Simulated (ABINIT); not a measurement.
An input for ABINIT 10.8.3 (MgO (Fm-3m)):

```
acell 3*1.0 Angstrom
rprim 
  -0.000000000000 2.097001392700 2.097001392700
  2.097001392700 -0.000000000000 2.097001392700
  2.097001392700 2.097001392700 -0.000000000000
ntypat 2
znucl 12 8
natom 2
typat 1 2
xred 
  0.000000000000 0.000000000000 0.000000000000
  0.500000000000 0.500000000000 0.500000000000
pp_dirpath "pseudos"
pseudos "Mg.upf, O.upf"
ecut 38
ngkpt 6 6 6
nshiftk 1
shiftk 0 0 0
kptopt 1
chksymbreak 0
istwfk *1
occopt 1
irdwfk 1
optdriver 3
nband 16
ecuteps 8.4
inclvkb 2
awtr 1
symchi 1
gwcomp 1
gwencomp 1.5
indata_prefix "in"
outdata_prefix "out"
tmpdata_prefix "tmp"
```

```sh
OMP_NUM_THREADS=1 mpirun -n 4 abinit run.abi > log
```

Estimate wall time and host memory on 4 MPI ranks of Arm Neoverse V1, shared host.

It took 27 s; on shared hardware allow 13 s to 53 s. Peak host memory was 0.52 GiB.

[Paths, hosts, dates, memory and timing lines, banners, echoed tables and standing remarks are left out of the program output.]

[Logs are printed without paths, hosts, clocks, repeated set-up lines and the standing remarks that a program may print on its own settings, such as how far it seeks lower states.]

[Runs of the session that timed out or met a known fault of the program may be left out.]

[Hosts, paths, dates, database ids (printed as entryN), source tags and the programs' standing remarks are cut or masked in the printed files.]

[G0W0 gaps are taken among the corrected bands and points alone; a level outside them can change the order at an edge.]

[Where Ansatz stands beside ABINIT at settings called matched, ABINIT's density can come from a denser mesh and the files from another edition; pairs whose starting gaps differed by over 0.03 eV were left out, so agreement reads better than it is.]
